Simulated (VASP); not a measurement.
**Te2Mo under changes of volume**

One of the cells (24.192 Å³/atom); the others are scaled copies at fixed shape and fractional positions:

```
CELL_PARAMETERS angstrom
3.49487 0.00000 0.00000
-1.74744 3.02665 0.00000
0.00000 0.00000 13.72216
ATOMIC_POSITIONS crystal
Te 0.66667 0.33333 0.38251
Te 0.33333 0.66667 0.88251
Te 0.66667 0.33333 0.11749
Te 0.33333 0.66667 0.61749
Mo 0.66667 0.33333 0.75000
Mo 0.33333 0.66667 0.25000
```

```yaml
Program: VASP 6.6.1
Functional: PBE
Dispersion: D3(BJ)
Potentials_or_basis: VASP PAW PBE potentials, release 64 (Te, Mo_sv)
Cutoff: 520 eV
k_mesh: 8 × 8 × 2
Occupations: gaussian, width 0.02 eV
Spin: no spin polarisation
```

```tsv
volume (Å³/atom)	energy over the lowest point (meV/atom)	pressure (GPa)	gap on the mesh (eV)	largest force (eV/Å)
23.224	?	?	?	?
23.708	3.38	2.2	0.69	0.292
24.192	0.00	0.0	0.70	0.011
24.675	2.98	-2.0	0.71	0.248
25.159	11.65	-3.8	0.72	0.486
```

Problem. What does the run at 23.224 Å³/atom give?

Solution. Energy over the lowest point 13.87 meV/atom; pressure 4.7 GPa; gap on the mesh 0.68 eV; largest force 0.596 eV/Å.

Worked out: A Birch-Murnaghan fit of order 2 (a polynomial in V^(-2/3)) to the other rows has its minimum at 24.20 Å³/atom with B0 = V·E''(V) = 105 GPa at fixed shape and positions, which overstates the stiffness. It gives 13.74 meV/atom at 23.224 Å³/atom, against the run's 13.87, and -dE/dV = 4.7 GPa, against 4.7. A straight line through the other rows of the gap, of slope 0.505 eV per unit of ln V, extrapolates to 0.68 eV, against the run's 0.68.

Energies are extrapolated to zero smearing.

Caveats: spin-orbit coupling is left out, which moves the levels of the heavy elements.

A mesh can miss the band edges.
